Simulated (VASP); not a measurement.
# ZnS (Wurtzite-2H) (P6_3mc) in VASP: notebook

The runs below take ZnS (Wurtzite-2H) through relaxation of cell and atoms, single point, with PBE.

Program: VASP 6.6.1. These are calculated values, not measurements. Logs are shortened: lines on timing, memory, paths and dates and some standing lists are left out, and cuts for length are marked.

**Measured values to compare with.**

From a printed reference work, monograph, for a bulk crystal of ZnS at 4 K: band gap 3.911 eV (direct).

The results are compared with them further down.

## 1. Starting point

Symmetry: P6_3mc, No. 186, hexagonal system. The conventional cell has a = 3.811 Å, b = 3.811 Å, c = 6.234 Å, α = 90.00°, β = 90.00°, γ = 120.00°. Zn (site symmetry 3m) is surrounded by 4 S at 2.31 to 2.40 Å. S (site symmetry 3m) has 4 Zn at 2.31 to 2.40 Å as nearest neighbours.

## 2. Relaxation of cell and atoms, PBE

INCAR

```
SYSTEM = ZnS
PREC = Accurate ; ENCUT = 630
EDIFF = 1E-6 ; ISMEAR = -1
SIGMA = 0.05 ; LREAL = .FALSE.
LASPH = .TRUE. ; NELM = 80
ALGO = Fast ; ISIF = 3
LWAVE = .FALSE. ; LCHARG = .FALSE.
GGA = PE ; IBRION = 2
NSW = 40 ; EDIFFG = -0.01
```

KPOINTS

```
Automatic mesh
0
G
  8 8 5
  0 0 0
```

POSCAR

```
ZnS
1.0
    3.8110000000      0.0000000000      0.0000000000
   -1.9055000000      3.3004228138      0.0000000000
    0.0000000000      0.0000000000      6.2340000000
Zn S
2 2
Direct
    0.6666666667      0.3333333333      0.5000000000
    0.3333333333      0.6666666667      0.0000000000
    0.6666666667      0.3333333333      0.8850000000
    0.3333333333      0.6666666667      0.3850000000
```

Potentials or basis: VASP PAW PBE potentials, release 64 (Zn_GW, S_GW).

On the command line:

```
$ cat potpaw_PBE.64/Zn_GW/POTCAR potpaw_PBE.64/S_GW/POTCAR > POTCAR
$ mpirun -np 1 vasp_std > vasp.out
```

OUTCAR:

```text
SYSTEM = ZnS
   PREC = Accurate
   ENCUT = 630
   EDIFF = 1E-6
   ISMEAR = -1
   LREAL = .FALSE.
   LASPH = .TRUE.
   NELM = 80
   ISIF = 3
   GGA = PE
   IBRION = 2
   NSW = 40
   EDIFFG = -0.01

 ion  position               nearest neighbor table
   1  0.667  0.333  0.500-   4 2.31   4 2.31   4 2.31   3 2.40
   2  0.333  0.667  0.000-   3 2.31   3 2.31   3 2.31   4 2.40
   3  0.667  0.333  0.885-   2 2.31   2 2.31   2 2.31   1 2.40
   4  0.333  0.667  0.385-   1 2.31   1 2.31   1 2.31   2 2.40

  LATTYP: Found a hexagonal cell.
 ALAT       =     3.8110000000
 C/A-ratio  =     1.6357911309

  Lattice vectors:

 A1 = (   3.8110000000,   0.0000000000,   0.0000000000)
 A2 = (  -1.9055000000,   3.3004228138,   0.0000000000)
 A3 = (   0.0000000000,   0.0000000000,   6.2340000000)

Analysis of symmetry for initial positions (statically):
=====================================================================
 Subroutine PRICEL returns:
 Original cell was already a primitive cell.

 Routine SETGRP: Setting up the symmetry group for a
 hexagonal supercell.

 Subroutine GETGRP returns: Found 12 space group operations
 (whereof  6 operations were pure point group operations)
 out of a pool of 24 trial point group operations.

The static configuration has the point symmetry C_3v.
 The point group associated with its full space group is C_6v.

Analysis of symmetry for dynamics (positions and initial velocities):
=====================================================================
 Subroutine PRICEL returns:
 Original cell was already a primitive cell.

 Routine SETGRP: Setting up the symmetry group for a
 hexagonal supercell.

 Subroutine GETGRP returns: Found 12 space group operations
 (whereof  6 operations were pure point group operations)
 out of a pool of 24 trial point group operations.

The dynamic configuration has the point symmetry C_3v.
 The point group associated with its full space group is C_6v.

 Subroutine INISYM returns: Found 12 space group operations
 (whereof  6 operations are pure point group operations),
 and found     1 'primitive' translations

----------------------------------------------------------------------------------------

                                     Primitive cell

  volume of cell :      78.4107

  direct lattice vectors                    reciprocal lattice vectors
     3.811000000  0.000000000  0.000000000     0.262398321  0.151495741  0.000000000
    -1.905500000  3.300422814  0.000000000     0.000000000  0.302991482  0.000000000
     0.000000000  0.000000000  6.234000000     0.000000000  0.000000000  0.160410651

  length of vectors
     3.811000000  3.811000000  6.234000000     0.302991482  0.302991482  0.160410651

  position of ions in fractional coordinates (direct lattice)
     0.666666667  0.333333333  0.500000000
     0.333333333  0.666666667  0.000000000
     0.666666667  0.333333333  0.885000000
     0.333333333  0.666666667  0.385000000

  ion indices of the primitive-cell ions
   primitive index   ion index
                 1           1
                 2           2
                 3           3
                 4           4

----------------------------------------------------------------------------------------

 KPOINTS: Automatic mesh

Automatic generation of k-mesh.
 Grid dimensions read from file:
 generate k-points for:    8    8    5

 Generating k-lattice:

  Cartesian coordinates                     Fractional coordinates (reciprocal lattice)
     0.032799790  0.018936968  0.000000000     0.125000000  0.000000000  0.000000000
     0.000000000  0.037873935  0.000000000     0.000000000  0.125000000  0.000000000
     0.000000000  0.000000000  0.032082130     0.000000000  0.000000000  0.200000000

  Length of vectors
     0.037873935  0.037873935  0.032082130

  Shift w.r.t. Gamma in fractional coordinates (k-lattice)
     0.000000000  0.000000000  0.000000000

 Subroutine IBZKPT returns following result:
 ===========================================

 Found     30 irreducible k-points:

 Following reciprocal coordinates:
            Coordinates               Weight
  0.000000  0.000000  0.000000      1.000000
  0.125000  0.000000  0.000000      6.000000
  0.250000  0.000000  0.000000      6.000000
  0.375000  0.000000  0.000000      6.000000
  0.500000  0.000000  0.000000      3.000000
  0.125000  0.125000  0.000000      6.000000
[... 16 lines left out ...]
  0.250000  0.000000  0.400000     12.000000
  0.375000  0.000000  0.400000     12.000000
 [... further k-points ...]
   k-points           NKPTS =     30   k-points in BZ     NKDIM =     30   number of bands    NBANDS=     22
   number of dos      NEDOS =    301   number of ions     NIONS =      4
   total plane-waves  NPLWV =  55296
   dimension x,y,z NGX =    32 NGY =   32 NGZ =   54
   dimension x,y,z NGXF=    64 NGYF=   64 NGZF=  108
   ions per type =               2   2
   NGX,Y,Z   is equivalent  to a cutoff of  13.96, 13.96, 14.40 a.u.
   NGXF,Y,Z  is equivalent  to a cutoff of  27.92, 27.92, 28.80 a.u.
 SYSTEM =  ZnS
   PREC   = accura    normal or accurate (medium, high low for compatibility)
   ISTART =      0    job   : 0-new  1-cont  2-samecut
   ICHARG =      2    charge: 1-file 2-atom 10-const
   ISPIN  =      1    spin polarized calculation?
   LNONCOLLINEAR =      F non collinear calculations
   LSORBIT =      F    spin-orbit coupling
   LASPH  =      T    aspherical Exc in radial PAW
   ENCUT  =  630.0 eV  46.30 Ry    6.80 a.u.   7.80  7.80 12.76*2*pi/ulx,y,z
   NELM   =     80;   NELMIN=  2; NELMDL= -5     # of ELM steps
   EDIFF  = 0.1E-05   stopping-criterion for ELM
   LREAL  =      F    real-space projection
   EDIFFG = -.1E-01   stopping-criterion for IOM
   NSW    =     40    number of steps for IOM
   IBRION =      2    ionic relax: 0-MD 1-quasi-New 2-CG
   NFREE  =      1    steps in history (QN), initial steepest desc. (CG)
   ISIF   =      3    stress and relaxation
   ISYM   =      2    0-nonsym 1-usesym 2-fastsym
   POTIM  = 0.5000    time-step for ionic-motion
   TEBEG  =    0.0;   TEEND  =   0.0 temperature during run
   PSTRESS=    0.0 pullay stress
   NELECT =      36.0000    total number of electrons
   NUPDOWN=      -1.0000    fix difference up-down
   EMIN   =  10.00;   EMAX   =-10.00  energy-range for DOS
   EFERMI =   0.00;   METHOD = LEGACY
   ISMEAR =    -1;   SIGMA  =   0.05  broadening in eV -4-tet -1-fermi 0-gaus
   EFERMI_NEDOS =   21; number of points for ismear=-14 and -15
   IALGO  =     68    algorithm
   IMIX   =      4    mixing-type and parameters
     AMIX     =   0.40;   BMIX     =  1.00
     AMIX_MAG =   1.60;   BMIX_MAG =  1.00
  volume/ion in A,a.u.               =      19.60       132.29
  Fermi-wavevector in a.u.,A,eV,Ry     =   1.262943  2.386617 21.701647  1.595026
  Thomas-Fermi vector in A             =   2.396326
   LORBIT       =      0    0 simple, 1 ext, 2 COOP (PROOUT), +10 PAW based schemes
   GGA     = PE    functional components
   LHFCALC =     F    Hartree Fock is set to
   AEXX    =    0.0000 exact exchange contribution
   IVDW    =     0    specifies the selected vdW correction
   LEPSILON=     F    determine dielectric tensor
   LRPA    =     F    only Hartree local field effects (RPA)
 conjugate gradient relaxation of ions
 non-spin polarized calculation
 RMM-DIIS sequential band-by-band and
  energy-cutoff  :      630.00
  volume of cell :       78.41
 maximum number of plane-waves:      2832
 NGX is ok and might be reduce to    32
   NGX = 15   NGY = 15   NGZ = 25

--------------------------------------- Ionic step        1  -------------------------------------------

 number of electron      36.0000003 magnetization

 Free energy of the ion-electron system (eV)
  ---------------------------------------------------
  ext. energy  EPLUGINS =         0.00000000
  ---------------------------------------------------
  free energy    TOTEN  =       -13.66662211 eV

  energy without entropy =      -13.66662211  energy(sigma->0) =      -13.66662211

------------------------ aborting loop because EDIFF is reached ----------------------------------------

  FORCE on cell =-STRESS in cart. coord.  units (eV):
  Direction    XX          YY          ZZ          XY          YZ          ZX
  --------------------------------------------------------------------------------------
  -------------------------------------------------------------------------------------
  Total        1.5137041      1.5137041      0.5112755      0.0000000      0.0000000      0.0000000
  in kB       30.9297371     30.9297371     10.4469667      0.0000000      0.0000000      0.0000000
  external PRESSURE =      24.1021470 kB  Pullay stress =       0.0000000 kB

 VOLUME and BASIS-vectors are now :
 -----------------------------------------------------------------------------
  energy-cutoff  :      630.00
  volume of cell :       78.41
      direct lattice vectors                 reciprocal lattice vectors
     3.811000000  0.000000000  0.000000000     0.262398321  0.151495741  0.000000000
    -1.905500000  3.300422814  0.000000000     0.000000000  0.302991482  0.000000000
     0.000000000  0.000000000  6.234000000     0.000000000  0.000000000  0.160410651
[... 229 lines left out ...]
 POSITION                                       TOTAL-FORCE (eV/Angst)
 -----------------------------------------------------------------------------------
      1.92527      1.11156      3.17856         0.000000      0.000000      0.002901
     -0.00000      2.22311      0.03094         0.000000      0.000000      0.002901
      1.92527      1.11156      5.54036        -0.000000     -0.000000     -0.002901
     -0.00000      2.22311      2.39273        -0.000000     -0.000000     -0.002901
 -----------------------------------------------------------------------------------
    total drift:                                0.000000      0.000000      0.004209

  FREE ENERGIE OF THE ION-ELECTRON SYSTEM (eV)
  ---------------------------------------------------
  free  energy   TOTEN  =       -13.7043131239 eV

  energy  without entropy=      -13.7043131239  energy(sigma->0) =      -13.70431312

--------------------------------------- Ionic step        8  -------------------------------------------

 number of electron      35.9999982 magnetization

 Free energy of the ion-electron system (eV)
  ---------------------------------------------------
  ext. energy  EPLUGINS =         0.00000000
  ---------------------------------------------------
  free energy    TOTEN  =       -13.70442145 eV

  energy without entropy =      -13.70442145  energy(sigma->0) =      -13.70442145

 E-fermi :   4.0680     XC(G=0):  -9.5915

 val. band max:        3.0689981295   @ k =   0.0000   0.0000   0.0000
 cond. band min:       5.1346882325   @ k =   0.0000   0.0000   0.0000
 fundamental gap:      2.0656901031
 Fermi energy:         4.0680078809

 k-point     1 :       0.0000    0.0000    0.0000
  band No.  band energies     occupation
      1      -9.9256      2.00000
      2      -9.0421      2.00000
      3      -3.1786      2.00000
      4      -3.1675      2.00000
      5      -3.1675      2.00000
      6      -3.0897      2.00000
[... 14 lines left out ...]
     21       9.3765      0.00000
     22       9.3766      0.00000
[... 552 lines left out ...]
  band No.  band energies     occupation
      1      -9.0676      2.00000
      2      -8.9208      2.00000
      3      -3.1700      2.00000
      4      -3.1310      2.00000
      5      -3.0237      2.00000
      6      -2.9736      2.00000
[... 14 lines left out ...]
     21       8.3881      0.00000
     22       8.7950      0.00000

 [... further k-points ...]

------------------------ aborting loop because EDIFF is reached ----------------------------------------

  FORCE on cell =-STRESS in cart. coord.  units (eV):
  Direction    XX          YY          ZZ          XY          YZ          ZX
  --------------------------------------------------------------------------------------
  -------------------------------------------------------------------------------------
  Total        0.0035503      0.0035503     -0.0361724      0.0000000      0.0000000      0.0000000
  in kB        0.0702947      0.0702947     -0.7161922      0.0000000      0.0000000      0.0000000
  external PRESSURE =      -0.1918676 kB  Pullay stress =       0.0000000 kB

 VOLUME and BASIS-vectors are now :
 -----------------------------------------------------------------------------
  energy-cutoff  :      630.00
  volume of cell :       80.92
      direct lattice vectors                 reciprocal lattice vectors
     3.847402099  0.000000000  0.000000000     0.259915646  0.150062368 -0.000000000
    -1.923701049  3.331947956  0.000000000     0.000000000  0.300124736 -0.000000000
     0.000000000  0.000000000  6.312378056     0.000000000 -0.000000000  0.158418902

 POSITION                                       TOTAL-FORCE (eV/Angst)
 -----------------------------------------------------------------------------------
      1.92370      1.11065      3.18914         0.000000      0.000000      0.002688
     -0.00000      2.22130      0.03296         0.000000      0.000000      0.002688
      1.92370      1.11065      5.55350        -0.000000     -0.000000     -0.002688
     -0.00000      2.22130      2.39731        -0.000000     -0.000000     -0.002688
 -----------------------------------------------------------------------------------
    total drift:                               -0.000000      0.000000      0.002536

  FREE ENERGIE OF THE ION-ELECTRON SYSTEM (eV)
  ---------------------------------------------------
  free  energy   TOTEN  =       -13.7044214481 eV

  energy  without entropy=      -13.7044214481  energy(sigma->0) =      -13.70442145

 reached required accuracy - stopping structural energy minimisation
```

Run time: 5.5 min. Hardware: 1 thread of AMD EPYC 9R45 (Zen 5), shared host; peak memory 0.24 GiB.

Results:

* Free energy: -13.7044 eV
* Relaxed volume: 20.23 Å³/atom
* Relaxed cell: a = 3.847 Å, b = 3.847 Å, c = 6.312 Å, α = 90.00°, β = 90.00°, γ = 120.00°
* Space group after relaxing (to 0.05 Å): P6_3mc (No. 186)
* Energy gained by relaxing: 9.4 meV/atom
* Ionic steps: 8
* Pressure after relaxing: 0.0 GPa
* Band gap on the k mesh: 2.07 eV, direct

Forces in eV/Å, atoms in the order of the input:
```
Zn   0.000  0.000  0.003
Zn   0.000  0.000  0.003
S    0.000  0.000 -0.003
S    0.000  0.000 -0.003
```

Stress tensor (GPa, compression positive):
```
 0.01  0.00  0.00
 0.00  0.01  0.00
 0.00  0.00 -0.07
```

The path:
| step | energy change (eV) | largest force (eV/Å) | pressure (GPa) | volume (Å³) |
| --- | --- | --- | --- | --- |
| 1 | 0.0000 | 0.3214 | 2.41 | 78.41 |
| 2 | -0.0304 | 0.0910 | -0.84 | 81.80 |
| 3 | -0.0316 | 0.1307 | -0.31 | 81.20 |
| 4 | -0.0348 | 0.0700 | 0.01 | 80.93 |
| 5 | -0.0360 | 0.0220 | 0.20 | 80.73 |
| 6 | -0.0362 | 0.0023 | 0.19 | 80.66 |
| 7 | -0.0377 | 0.0029 | 0.06 | 80.83 |
| 8 | -0.0378 | 0.0027 | -0.02 | 80.92 |

Final structure:
```cif
data_structure
_symmetry_space_group_name_H-M 'P 1'
_symmetry_Int_Tables_number 1
_cell_length_a 3.8474
_cell_length_b 3.8474
_cell_length_c 6.3124
_cell_angle_alpha 90.000
_cell_angle_beta 90.000
_cell_angle_gamma 120.000
_cell_volume 80.92
loop_
_atom_site_label
_atom_site_type_symbol
_atom_site_fract_x
_atom_site_fract_y
_atom_site_fract_z
_atom_site_occupancy
Zn1 Zn 0.66667 0.33333 0.50522 1
Zn2 Zn 0.33333 0.66667 0.00522 1
S1 S 0.66667 0.33333 0.87978 1
S2 S 0.33333 0.66667 0.37978 1
```

Levels at points of the mesh, in eV from the valence-band top:
| k point | band 16 | band 17 | band 18 | band 19 | band 20 | band 21 |
| --- | --- | --- | --- | --- | --- | --- |
| (0.00, 0.00, 0.00) | -0.08 | 0.00 | 0.00 | 2.07 | 3.05 | 6.31 |
| (0.50, 0.00, 0.00) | -2.13 | -1.60 | -0.85 | 3.68 | 4.16 | 5.13 |

PBE usually gives volumes a little too large and moduli too small. Zero-point motion and thermal expansion aren't in these numbers.

(Part 1 of 2 ends here.)
